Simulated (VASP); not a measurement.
**SnSe2: band structure with TB-mBJ**

The system is SnSe2.

```xyz
3
Lattice="3.8110 0.0000 0.0000 -1.9055 3.3004 0.0000 0.0000 0.0000 6.1360" Properties=species:S:1:pos:R:3 pbc="T T T"
Sn    0.0000    0.0000    0.0000
Se    1.9055    1.1001    4.6081
Se    0.0000    2.2003    1.5279
```

```
Program                : VASP 6.6.1
Task                   : band structure
Functional             : TB-mBJ
Potentials or basis    : VASP PAW PBE potentials, release 64 (Sn_d, Se)
Cutoff                 : 520 eV
k mesh                 : 8 × 8 × 6
Occupations            : gaussian, width 0.02 eV
Spin                   : no spin polarisation
Ladder                 : gaps
Further INCAR settings : ALGO = Normal; EDIFF = 1e-06; NBANDS = 20
```

| Item | Value |
| --- | --- |
| Band gap on the k mesh | 1.39 eV, indirect (least direct gap 1.86 eV) |
| Band gap along the path | 1.36 eV, indirect (least direct gap 1.86 eV) |

Levels at the corners of the path, in eV from the valence-band top:
```tsv
point	band 9	band 10	band 11	band 12	band 13	band 14	band 15	band 16	band 17	band 18
Γ	-0.74	-0.74	-0.40	-0.40	-0.03	1.83	3.68	5.17	5.17	8.61
M	-4.24	-2.71	-2.59	-1.00	-0.32	1.63	4.49	6.01	6.09	7.76
M	-4.24	-2.71	-2.59	-1.00	-0.32	1.63	4.49	6.01	6.09	7.76
K	-3.46	-3.46	-3.21	-1.38	-1.38	2.00	7.17	7.18	7.76	8.02
K	-3.46	-3.46	-3.21	-1.38	-1.38	2.00	7.17	7.18	7.76	8.02
Γ	-0.74	-0.74	-0.40	-0.40	-0.03	1.83	3.68	5.17	5.17	8.61
Γ	-0.74	-0.74	-0.40	-0.40	-0.03	1.83	3.68	5.17	5.17	8.61
A	-1.88	-0.82	-0.82	-0.27	-0.27	2.94	3.70	4.90	4.90	8.71
A	-1.88	-0.82	-0.82	-0.27	-0.27	2.94	3.70	4.90	4.90	8.71
L	-4.64	-2.44	-1.85	-0.76	-0.66	1.42	4.92	5.47	6.36	6.86
L	-4.64	-2.44	-1.85	-0.76	-0.66	1.42	4.92	5.47	6.36	6.86
H	-3.94	-3.94	-3.52	-0.36	-0.36	2.97	5.42	5.42	6.88	9.06
H	-3.94	-3.94	-3.52	-0.36	-0.36	2.97	5.42	5.42	6.88	9.06
A	-1.88	-0.82	-0.82	-0.27	-0.27	2.94	3.70	4.90	4.90	8.71
L	-4.64	-2.44	-1.85	-0.76	-0.66	1.42	4.92	5.47	6.36	6.86
M	-4.24	-2.71	-2.59	-1.00	-0.32	1.63	4.49	6.01	6.09	7.76
K	-3.46	-3.46	-3.21	-1.38	-1.38	2.00	7.17	7.18	7.76	8.02
H	-3.94	-3.94	-3.52	-0.36	-0.36	2.97	5.42	5.42	6.88	9.06
```

Run time: 120 s on 1 thread of AMD EPYC 9R45 96-Core Processor (Zen 5), with other jobs on the host, peak memory 0.23 GiB.

Caveat: spin-orbit coupling is left out, which moves the levels of the heavy elements.
